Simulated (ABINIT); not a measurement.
# BAs (F-43m) in ABINIT: settings compared

The runs below take BAs through equation of state, band structure, with BP86+D3, OLYP, PBE, WC.

All numbers are computed with ABINIT 10.8.3 (patched build); they aren't measurements. Logs are shortened: lines on timing, memory, paths and dates and some standing lists are left out, and cuts for length are marked. The log counts tension as positive stress, the text compression.

**What was measured.**

“Basic Physical Properties of Cubic Boron Arsenide”, 2019, arxiv:1911.11281 quotes, for a bulk crystal of BAs: bulk modulus 148 GPa.

How close the calculation comes is told below.

## (1) The crystal as given

The structure is cubic, space group F-43m (No. 216). The conventional cell has a = 4.777 Å, b = 4.777 Å, c = 4.777 Å, α = 90.00°, β = 90.00°, γ = 90.00°. As (site symmetry -43m) has 4 B at 2.07 Å as nearest neighbours. Around B (site symmetry -43m) lie 4 As at 2.07 Å.

## (2) Equation of state, BP86+D3

Input file run.abi:

```
ndtset 7
getwfk -1
scalecart1 3*0.9795861087
scalecart2 3*0.9864848297
scalecart3 3*0.9932883884
scalecart4 3*1.0000000000
scalecart5 3*1.0066227096
scalecart6 3*1.0131594038
scalecart7 3*1.0196128224

pp_dirpath "./"
pseudos "As.GGA_PBE-JTH.xml, B.GGA_PBE-JTH.xml"

acell 3*1.0 Angstrom
rprim
     0.0000000000     2.3885000000     2.3885000000
     2.3885000000     0.0000000000     2.3885000000
     2.3885000000     2.3885000000     0.0000000000
ntypat 2
znucl 33 5
natom 2
typat 1 2
xred
     0.7500000000     0.7500000000     0.7500000000
     0.0000000000     0.0000000000     0.0000000000

ecut 408.170794 eV
pawecutdg 30.0

kptopt 1
ngkpt 10 10 10
nshiftk 1
shiftk 0.0 0.0 0.0

ixc -106132
vdw_xc 6

nband 13
occopt 3
tsmear 0.05 eV

nstep 100
tolvrs 1.0e-9

iomode 3
prtwf 1
prtden 0
prteig 0
prtebands 0
enunit 1
```

Potentials or basis: JTH PAW PBE v2.0.

Launch:

```bash
$ abinit run.abi > log 2>&1
```

run.abo:

```text
.Version 10.8.3 of ABINIT
 DATASET    1 : space group F-4 3 m (#216); Bravais cF (face-center cubic)
================================================================================
 Values of the parameters that define the memory need for DATASET  1.
     intxc =       0    ionmov =       0      iscf =      17    lmnmax =      18
     lnmax =       6     mgfft =      24  mpssoang =       3    mqgrid =    3001
     natom =       2  nloc_mem =       2    nspden =       1   nspinor =       1
    nsppol =       1      nsym =      24    n1xccc =       1    ntypat =       2
    occopt =       3   xclevel =       2
       mpw =         495          nfft =       13824          nkpt =          47
 PAW method is used; the additional fine FFT grid is defined by:
   mgfftf=        32    nfftf =     32768
================================================================================
================================================================================
[... 71 lines left out ...]
 DATASET    7 : space group F-4 3 m (#216); Bravais cF (face-center cubic)
================================================================================
 Values of the parameters that define the memory need for DATASET  7.
     intxc =       0    ionmov =       0      iscf =      17    lmnmax =      18
     lnmax =       6     mgfft =      24  mpssoang =       3    mqgrid =    3001
     natom =       2  nloc_mem =       2    nspden =       1   nspinor =       1
    nsppol =       1      nsym =      24    n1xccc =       1    ntypat =       2
    occopt =       3   xclevel =       2
       mpw =         552          nfft =       13824          nkpt =          47
 PAW method is used; the additional fine FFT grid is defined by:
   mgfftf=        36    nfftf =     46656
================================================================================
================================================================================

--------------------------------------------------------------------------------
------------- Echo of variables that govern the present computation ------------
--------------------------------------------------------------------------------
 -outvars: echo values of preprocessed input variables --------
            acell      1.8897261259E+00  1.8897261259E+00  1.8897261259E+00 Bohr
              amu      7.49215900E+01  1.08110000E+01
             ecut      1.50000000E+01 Hartree
           enunit           1
           getwfk          -1
              ixc     -106132
           jdtset        1    2    3    4    5    6    7
         kptrlatt       10    0    0      0   10    0      0    0   10
          kptrlen1     6.25290353E+01
          kptrlen2     6.29693952E+01
          kptrlen3     6.34036806E+01
          kptrlen4     6.38320968E+01
          kptrlen5     6.42548383E+01
          kptrlen6     6.46720892E+01
          kptrlen7     6.50840244E+01
            natom           2
            nband          13
           ndtset           7
            ngfft          24      24      24
          ngfftdg1         32      32      32
          ngfftdg2         32      32      32
          ngfftdg3         32      32      32
          ngfftdg4         32      32      32
          ngfftdg5         32      32      32
          ngfftdg6         32      32      32
          ngfftdg7         36      36      36
             nkpt          47
            nstep         100
             nsym          24
           ntypat           2
           occopt           3
        pawecutdg      3.00000000E+01 Hartree
         pawxcdev           0
           prtden           0
        prtebands           0
           prteig           0
            rprim1     0.0000000000E+00  2.3397414206E+00  2.3397414206E+00
                       2.3397414206E+00  0.0000000000E+00  2.3397414206E+00
                       2.3397414206E+00  2.3397414206E+00  0.0000000000E+00
            rprim2     0.0000000000E+00  2.3562190157E+00  2.3562190157E+00
                       2.3562190157E+00  0.0000000000E+00  2.3562190157E+00
                       2.3562190157E+00  2.3562190157E+00  0.0000000000E+00
            rprim3     0.0000000000E+00  2.3724693157E+00  2.3724693157E+00
                       2.3724693157E+00  0.0000000000E+00  2.3724693157E+00
                       2.3724693157E+00  2.3724693157E+00  0.0000000000E+00
            rprim4     0.0000000000E+00  2.3885000000E+00  2.3885000000E+00
                       2.3885000000E+00  0.0000000000E+00  2.3885000000E+00
                       2.3885000000E+00  2.3885000000E+00  0.0000000000E+00
            rprim5     0.0000000000E+00  2.4043183419E+00  2.4043183419E+00
                       2.4043183419E+00  0.0000000000E+00  2.4043183419E+00
[... 21 lines left out ...]
           xangst5     3.6064775128E+00  3.6064775128E+00  3.6064775128E+00
                       0.0000000000E+00  0.0000000000E+00  0.0000000000E+00
           xangst6     3.6298968540E+00  3.6298968540E+00  3.6298968540E+00
                       0.0000000000E+00  0.0000000000E+00  0.0000000000E+00
           xangst7     3.6530178395E+00  3.6530178395E+00  3.6530178395E+00
                       0.0000000000E+00  0.0000000000E+00  0.0000000000E+00
            xcart1     6.6322057356E+00  6.6322057356E+00  6.6322057356E+00
                       0.0000000000E+00  0.0000000000E+00  0.0000000000E+00
            xcart2     6.6789129486E+00  6.6789129486E+00  6.6789129486E+00
                       0.0000000000E+00  0.0000000000E+00  0.0000000000E+00
            xcart3     6.7249758732E+00  6.7249758732E+00  6.7249758732E+00
                       0.0000000000E+00  0.0000000000E+00  0.0000000000E+00
            xcart4     6.7704162776E+00  6.7704162776E+00  6.7704162776E+00
                       0.0000000000E+00  0.0000000000E+00  0.0000000000E+00
            xcart5     6.8152547785E+00  6.8152547785E+00  6.8152547785E+00
                       0.0000000000E+00  0.0000000000E+00  0.0000000000E+00
            xcart6     6.8595109193E+00  6.8595109193E+00  6.8595109193E+00
                       0.0000000000E+00  0.0000000000E+00  0.0000000000E+00
            xcart7     6.9032032496E+00  6.9032032496E+00  6.9032032496E+00
                       0.0000000000E+00  0.0000000000E+00  0.0000000000E+00
             xred      7.5000000000E-01  7.5000000000E-01  7.5000000000E-01
                       0.0000000000E+00  0.0000000000E+00  0.0000000000E+00
            znucl       33.00000    5.00000

================================================================================

 chkinp: Checking input parameters for consistency, jdtset=   1.

 chkinp: Checking input parameters for consistency, jdtset=   2.
[... 31 lines left out ...]
 getcut: wavevector=  0.0000  0.0000  0.0000  ngfft=  24  24  24
         ecut(hartree)=     15.000   => boxcut(ratio)=   2.20150

 getcut : COMMENT -
  Note that boxcut > 2.2 ; recall that boxcut=Gcut(box)/Gcut(sphere) = 2
  is sufficient for exact treatment of convolution.
  Such a large boxcut is a waste : you could raise ecut
  e.g. ecut=   18.174764 Hartrees makes boxcut=2

 Fine grid specifications (used for densities):

 getcut: wavevector=  0.0000  0.0000  0.0000  ngfft=  32  32  32
         ecut(hartree)=     30.000   => boxcut(ratio)=   2.07559

--- Pseudopotential description ------------------------------------------------
- pspini: atom type   1  psp file is ./As.GGA_PBE-JTH.xml
 Pseudopotential format is: paw10
 basis_size (lnmax)=  6 (lmn_size= 18), orbitals=   0   0   1   1   2   2
 Spheres core radius: rc_sph= 2.10391912
 Shapefunction is BESSEL type: shapef(r,l)=aa(1,l)*jl(q(1,l)*r)+aa(2,l)*jl(q(2,l)*r)
 Radius for shape functions =  1.70360438
 Compensation charge density is not taken into account in XC energy/potential

- pspini: atom type   2  psp file is ./B.GGA_PBE-JTH.xml
 Pseudopotential format is: paw10
 basis_size (lnmax)=  4 (lmn_size=  8), orbitals=   0   0   1   1
 Spheres core radius: rc_sph= 1.70616958
 Shapefunction is SIN type: shapef(r)=[sin(pi*r/rshp)/(pi*r/rshp)]**2
 Radius for shape functions =  1.40269776
 Compensation charge density is not taken into account in XC energy/potential

   4.97343271E+02                                ecore*ucvol(ha*bohr**3)
--------------------------------------------------------------------------------

[... 1063 lines left out ...]
 getcut: wavevector=  0.0000  0.0000  0.0000  ngfft=  36  36  36
         ecut(hartree)=     30.000   => boxcut(ratio)=   2.24338

 getcut : COMMENT -
  Note that boxcut > 2.2 ; recall that boxcut=Gcut(box)/Gcut(sphere) = 2
  is sufficient for exact treatment of convolution.
  Such a large boxcut is a waste : you could raise ecut
  e.g. ecut=   37.745568 Hartrees makes boxcut=2

--------------------------------------------------------------------------------

-inwffil : will read wavefunctions from disk file runo_DS6_WFK.nc

================================================================================
[... 139 lines left out ...]
-Cartesian components of stress tensor (GPa)         [Pressure= -7.0998E+00 GPa]
- sigma(1 1)=  7.09980265E+00  sigma(3 2)=  0.00000000E+00
- sigma(2 2)=  7.09980265E+00  sigma(3 1)=  0.00000000E+00
- sigma(3 3)=  7.09980265E+00  sigma(2 1)=  0.00000000E+00

== END DATASET(S) ==============================================================
================================================================================

 -outvars: echo values of variables after computation  --------
            acell      1.8897261259E+00  1.8897261259E+00  1.8897261259E+00 Bohr
           etotal1    -1.1682545115E+02
           etotal2    -1.1682638452E+02
           etotal3    -1.1682690650E+02
           etotal4    -1.1682705559E+02
           etotal5    -1.1682686856E+02
           etotal6    -1.1682638459E+02
           etotal7    -1.1682562861E+02
            fcart1     4.7577589518E-30 -1.6652156331E-30 -9.5155179036E-31
                      -4.7577589518E-30  1.6652156331E-30  9.5155179036E-31
            fcart2    -1.4173460465E-30  9.4489736434E-31  4.7244868217E-31
                       1.4173460465E-30 -9.4489736434E-31 -4.7244868217E-31
            fcart3    -3.2844884149E-30  4.6921263071E-31  1.4076378921E-30
                       3.2844884149E-30 -4.6921263071E-31 -1.4076378921E-30
            fcart4    -4.6606345777E-31  9.3212691554E-31  4.6606345777E-31
                       4.6606345777E-31 -9.3212691554E-31 -4.6606345777E-31
            fcart5    -9.2599432404E-31 -3.4922125262E-48  9.2599432404E-31
                       9.2599432404E-31  3.4922125262E-48 -9.2599432404E-31
[... 38 lines left out ...]
                       0.0000000000E+00  0.0000000000E+00  0.0000000000E+00
           xangst1     3.5096121309E+00  3.5096121309E+00  3.5096121309E+00
                       0.0000000000E+00  0.0000000000E+00  0.0000000000E+00
           xangst2     3.5343285236E+00  3.5343285236E+00  3.5343285236E+00
                       0.0000000000E+00  0.0000000000E+00  0.0000000000E+00
           xangst3     3.5587039735E+00  3.5587039735E+00  3.5587039735E+00
                       0.0000000000E+00  0.0000000000E+00  0.0000000000E+00
           xangst4     3.5827500000E+00  3.5827500000E+00  3.5827500000E+00
                       0.0000000000E+00  0.0000000000E+00  0.0000000000E+00
           xangst5     3.6064775128E+00  3.6064775128E+00  3.6064775128E+00
                       0.0000000000E+00  0.0000000000E+00  0.0000000000E+00
           xangst6     3.6298968540E+00  3.6298968540E+00  3.6298968540E+00
                       0.0000000000E+00  0.0000000000E+00  0.0000000000E+00
           xangst7     3.6530178395E+00  3.6530178395E+00  3.6530178395E+00
                       0.0000000000E+00  0.0000000000E+00  0.0000000000E+00
             xred      7.5000000000E-01  7.5000000000E-01  7.5000000000E-01
                       0.0000000000E+00  0.0000000000E+00  0.0000000000E+00
 Calculation completed.
```

It took 79 s on 1 thread of Arm Neoverse V1, shared host; peak memory 0.13 GiB.

Results:

| Item | Value |
| --- | --- |
| Equilibrium volume | 13.61 Å³/atom |
| Bulk modulus | 134 GPa |
| Pressure derivative of the bulk modulus | 4.3 |

Energy against volume, from the lowest point:
```
volume (Å³/atom)  energy (meV/atom)
          12.809              21.83
          13.081               9.13
          13.354               2.03
          13.626               0.00
          13.899               2.54
          14.171               9.13
          14.444              19.41
```

Caveat: pressures at fixed basis lie under the slope of the energies; the PAW data sets were made with another functional, which shifts forces and pressure a little.

## (3) Equation of state, OLYP

Input file run.abi:

```
# Datasets: one volume each
ndtset 7
getwfk -1
scalecart1 3*0.9795861087
scalecart2 3*0.9864848297
scalecart3 3*0.9932883884
scalecart4 3*1.0000000000
scalecart5 3*1.0066227096
scalecart6 3*1.0131594038
scalecart7 3*1.0196128224

# Pseudopotentials
pp_dirpath "./"
pseudos "As.GGA_PBE-JTH.xml, B.GGA_PBE-JTH.xml"

# Structure
acell 6.3832096775 6.3832096775 6.3832096775
rprim
     0.0000000000     0.7071067812     0.7071067812
     0.7071067812     0.0000000000     0.7071067812
     0.7071067812     0.7071067812     0.0000000000
ntypat 2
znucl 33 5
natom 2
typat 1 2
xred
     0.7500000000     0.7500000000     0.7500000000
     0.0000000000     0.0000000000     0.0000000000

# Plane-wave basis
ecut 15.0
pawecutdg 30.0

# k points
kptopt 1
ngkpt 10 10 10
nshiftk 1
shiftk 0.0 0.0 0.0

# Exchange and correlation
ixc -110131

# Bands and occupations
nband 13
occopt 3
tsmear 0.00183747

# SCF cycle
nstep 100
tolvrs 1.0e-9

# Output
iomode 3
prtwf 1
prtden 0
prteig 0
prtebands 0
```

Potentials or basis: JTH PAW PBE v2.0.

Launch:

```bash
$ abinit run.abi > log 2>&1
```

Wall time 70 s (1 thread of Arm Neoverse V1, shared host); peak memory 0.13 GiB.

The run converged. Its results:

- Equilibrium volume: 13.88 Å³/atom
- Bulk modulus: 128 GPa
- Pressure derivative of the bulk modulus: 4.1

Energy against volume, from the lowest point:
```tsv
volume (Å³/atom)	energy (meV/atom)
12.809	38.24
13.081	20.56
13.354	8.63
13.626	1.94
13.899	0.00
14.171	2.28
14.444	8.45
```

Caveat: pressures at fixed basis lie under the slope of the energies; the PAW data sets were made with another functional, which shifts forces and pressure a little.

## (4) Band structure, PBE

Input file run.abi:

```
# Datasets: ground state, then fixed potential
ndtset 2

# Pseudopotentials
pp_dirpath "./"
pseudos "As.GGA_PBE-JTH_sp.xml, B.GGA_PBE-JTH.xml"

# Structure
acell 6.3832096775 6.3832096775 6.3832096775
rprim
     0.0000000000     0.7071067812     0.7071067812
     0.7071067812     0.0000000000     0.7071067812
     0.7071067812     0.7071067812     0.0000000000
ntypat 2
znucl 33 5
natom 2
typat 1 2
xred
     0.7500000000     0.7500000000     0.7500000000
     0.0000000000     0.0000000000     0.0000000000

# Plane-wave basis
ecut 15.0
pawecutdg 30.0

# Exchange and correlation
ixc 11

# Bands and occupations
occopt 3
tsmear 0.05 eV

# SCF cycle
nstep 100

# Output
iomode 3
prtwf 0
prteig 0
prtebands 0
enunit 1
prtden1 1

# Dataset 1
kptopt1 1
ngkpt1 10 10 10
nshiftk1 1
shiftk1 0.0 0.0 0.0
nband1 8
tolvrs1 1.0e-9

# Dataset 2: bands along G-X-W-K-G-L-U-W-L-K
iscf2 -2
getden2 1
nband2 12
nbdbuf2 2
tolwfr2 1.0e-12
kptopt2 -9
ndivsm2 6
prteig2 1
kptbounds2
     0.0000000000     0.0000000000     0.0000000000
     0.5000000000     0.0000000000     0.5000000000
     0.5000000000     0.2500000000     0.7500000000
     0.3750000000     0.3750000000     0.7500000000
     0.0000000000     0.0000000000     0.0000000000
     0.5000000000     0.5000000000     0.5000000000
     0.6250000000     0.2500000000     0.6250000000
     0.5000000000     0.2500000000     0.7500000000
     0.5000000000     0.5000000000     0.5000000000
     0.3750000000     0.3750000000     0.7500000000
```

Potentials or basis: JTH PAW PBE v2.0 sp.

Launch:

```bash
$ abinit run.abi > log 2>&1
```

run.abo:

```text
.Version 10.8.3 of ABINIT
 DATASET    1 : space group F-4 3 m (#216); Bravais cF (face-center cubic)
================================================================================
 Values of the parameters that define the memory need for DATASET  1.
     intxc =       0    ionmov =       0      iscf =      17    lmnmax =       8
     lnmax =       4     mgfft =      24  mpssoang =       2    mqgrid =    3001
     natom =       2  nloc_mem =       2    nspden =       1   nspinor =       1
    nsppol =       1      nsym =      24    n1xccc =       1    ntypat =       2
    occopt =       3   xclevel =       2
       mpw =         532          nfft =       13824          nkpt =          47
 PAW method is used; the additional fine FFT grid is defined by:
   mgfftf=        32    nfftf =     32768
================================================================================
================================================================================

[... 1182 lines left out ...]
  13.29232   16.16988   19.58447   21.98048
 kpt# 103, nband= 12, wtk=  1.00000, kpt=  0.3750  0.3750  0.7500 (reduced coord)
  -8.63733   -5.52594   -3.31958   -0.84670    4.69343    8.26700   11.98062   12.49918
  13.42384   16.49609   19.58907   22.45934

== END DATASET(S) ==============================================================
================================================================================

 -outvars: echo values of variables after computation  --------
            acell      6.3832096775E+00  6.3832096775E+00  6.3832096775E+00 Bohr
           etotal1    -9.2885853876E+00
            fcart1    -4.6606345808E-31 -4.6606345808E-31  1.3981903742E-30
                       4.6606345808E-31  4.6606345808E-31 -1.3981903742E-30
            rprim      0.0000000000E+00  7.0710678120E-01  7.0710678120E-01
                       7.0710678120E-01  0.0000000000E+00  7.0710678120E-01
                       7.0710678120E-01  7.0710678120E-01  0.0000000000E+00
           strten1    -1.1527200781E-04 -1.1527200781E-04 -1.1527200781E-04
                       0.0000000000E+00  0.0000000000E+00  0.0000000000E+00
           xangst      3.5827499977E+00  3.5827499977E+00  3.5827499977E+00
                       0.0000000000E+00  0.0000000000E+00  0.0000000000E+00
             xred      7.5000000000E-01  7.5000000000E-01  7.5000000000E-01
                       0.0000000000E+00  0.0000000000E+00  0.0000000000E+00
 Calculation completed.
```

Wall time 16 s (1 thread of Arm Neoverse V1, shared host); peak memory 0.12 GiB.

What came out:

```yaml
Free_energy: -252.7553 eV
Pressure: 3.4 GPa
Band_gap_on_the_k_mesh: 1.19 eV, indirect (least direct gap 3.31 eV)
Band_gap_along_the_path: 1.19 eV, indirect (least direct gap 3.31 eV)
Valence_electrons_inside_the_program's_atomic_spheres: As 2.84; B 1.78
```

Levels at the corners of the path, in eV from the valence-band top:
```csv
point,band 2,band 3,band 4,band 5,band 6,band 7
Γ,0.00,0.00,0.00,3.31,3.31,3.31
X,-8.53,-4.07,-4.07,1.44,1.45,11.50
W,-8.07,-5.48,-5.20,5.35,6.04,6.87
K,-8.16,-5.95,-3.48,2.06,5.64,9.35
Γ,0.00,0.00,0.00,3.31,3.31,3.31
L,-8.79,-1.81,-1.81,2.73,4.84,4.84
U,-8.16,-5.95,-3.48,2.06,5.64,9.35
W,-8.07,-5.48,-5.20,5.35,6.04,6.87
L,-8.79,-1.81,-1.81,2.73,4.84,4.84
K,-8.16,-5.95,-3.48,2.06,5.64,9.35
```

Caveat: this set keeps more shells in the core, which shifts pressures and gaps.

[end of part 1 of 2]
